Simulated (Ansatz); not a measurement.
# AlN (F-43m): birefringence under uniaxial strain

Cubic AlN (F-43m) is strained along the cube axis z = [001] with x and y held fixed, and the static electronic response is computed along x and z.

It takes space group F-43m (No. 216, cubic). Conventional cell: a = 4.368 Å, b = 4.368 Å, c = 4.368 Å, α = 90.00°, β = 90.00°, γ = 90.00°. Around Al on site a lie 4 N at 1.89 Å. N on site d is surrounded by 4 Al at 1.89 Å.

Method: Ansatz 0.2.0, PBE, independent particles, k-mesh 10×10×10 with interpolation inside its cells, Gaussian parameter 0.1 eV.

Launch of the response step: `ansatz run input.yaml --threads 4 --pin off --max-ram 8192MiB --backend cpu --events-out ev --progress --plain --runs-dir out`. The series took 17 s in all, on 4 threads of Intel(R) Xeon(R) Platinum 8488C (Sapphire Rapids) (shared host).

```tsv
strain along z (%)	ε∞ along x	ε∞ along z	ε_z − ε_x
-2.0	4.6874	4.7046	+0.0172
-1.0	?	?	?
+0.0	4.7268	4.7268	+0.0000
+1.0	4.7475	4.7426	-0.0048
+2.0	4.7692	4.7621	-0.0071
+3.0	4.7919	4.7849	-0.0070
```

To first order the splitting is linear in the strain, ε_z − ε_x = −ε² (p₁₁ − p₁₂) · strain.

Working, on the rows shown:

| x = strain | y = ε_z − ε_x |
| --- | --- |
| -0.02 | 0.0172 |
| 0 | 0 |
| 0.01 | -0.0048 |
| 0.02 | -0.0071 |
| 0.03 | -0.007 |

Means: x̄ = 0.008, ȳ = -0.00034. Σ(x − x̄)(y − ȳ) = -0.0007304, Σ(x − x̄)² = 0.00148. Slope = -0.0007304 / 0.00148 = -0.4935; intercept = ȳ − slope · x̄ = 0.0036081. The line misses the rows shown by at most 0.0042.

Problem. Predict the last column of the withheld row from the fit.

Solution. At x = -0.01 the line gives y = 0.0085432. The run gave +0.0074, so the interpolation is off by 0.0011, 5 % of the range in the table. The law describes these rows poorly: it misses even the rows shown by over a tenth of the range.

Between the rows on either side of x = 0 the slope is (-0.0048 − 0.0074) / (0.01 − (-0.01)) = -0.61. So p₁₁ − p₁₂ = +0.61 / 4.73² = +0.027, and 1 % of strain gives n_z − n_x = -0.0014. These are long-wavelength values at fixed fractional positions; over small gaps they hang strongly on the gap. Excitons are left out and so are local fields; PBE gaps are as a rule too small.

[Logs are printed without paths, hosts, clocks, repeated set-up lines and the standing remarks that a program may print on its own settings, such as how far it seeks lower states.]
